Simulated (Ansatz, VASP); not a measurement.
## One calculation of SnTe, two programs

The input INCAR:

```
SYSTEM = SnTe
PREC = Accurate
ENCUT = 520
EDIFF = 1E-6
ISMEAR = 0
SIGMA = 0.03
LREAL = .FALSE.
LASPH = .TRUE.
NELM = 60
ALGO = Normal
ISIF = 2
LWAVE = .FALSE.
LCHARG = .FALSE.
GGA = PE
NBANDS = 17
```

KPOINTS

```
regular mesh
0
G
  10 10 10
  0 0 0
```

File POSCAR:

```
SnTe
1.0
    0.0000000000      3.2038475000      3.2038475000
    3.2038475000      0.0000000000      3.2038475000
    3.2038475000      3.2038475000      0.0000000000
Sn Te
1 1
Direct
    0.0000000000      0.0000000000      0.0000000000
    0.5000000000      0.5000000000      0.5000000000
```

Input for Ansatz:

```yaml
crystal:
  lattice:
    - [0.0, 3.2038475, 3.2038475]
    - [3.2038475, 0.0, 3.2038475]
    - [3.2038475, 3.2038475, 0.0]
  atoms:
    - { symbol: Sn, position: [0.0, 0.0, 0.0] }
    - { symbol: Te, position: [0.5, 0.5, 0.5] }
basis:
  ecutwfc: 420
kpoints:
  mp_grid: { grid: [10, 10, 10] }
hamiltonian:
  xc: pbe
scf:
  occupations: { method: gaussian, width: 0.03 }
output:
  forces: true
  stress: true
  eigenvalues: true
```

Change from the starting cell: strain +0.015 along x and y, +0.015 along z, atoms carried along.

Alike in both runs: task single point; functional PBE; k mesh 10 × 10 × 10; occupations gaussian, width 0.03 eV; no spin polarisation.

|  | VASP | Ansatz |
| --- | --- | --- |
| version | VASP 6.6.1 | Ansatz 0.2.0 |
| potentials or method | VASP PAW PBE potentials, release 64 (Sn_d, Te) | scalar-relativistic, plane waves, PAW |
| plane-wave cutoff (eV) | 520 | 420 |
| valence electrons in the cell | 20 | 30 |

VASP gave:

* gap on the k mesh at the Fermi level (eV): 0.05
* least direct gap on the mesh (eV): 0.05
* pressure (GPa): 0.0

Q: Which values does Ansatz return?

A: gap on the k mesh at the Fermi level (eV): 0.05; least direct gap on the mesh (eV): 0.05; pressure (GPa): 0.1.

The two sets of potentials don't hold the same shells in valence.

Caveats: spin-orbit coupling is left out, which moves the levels of the heavy elements.
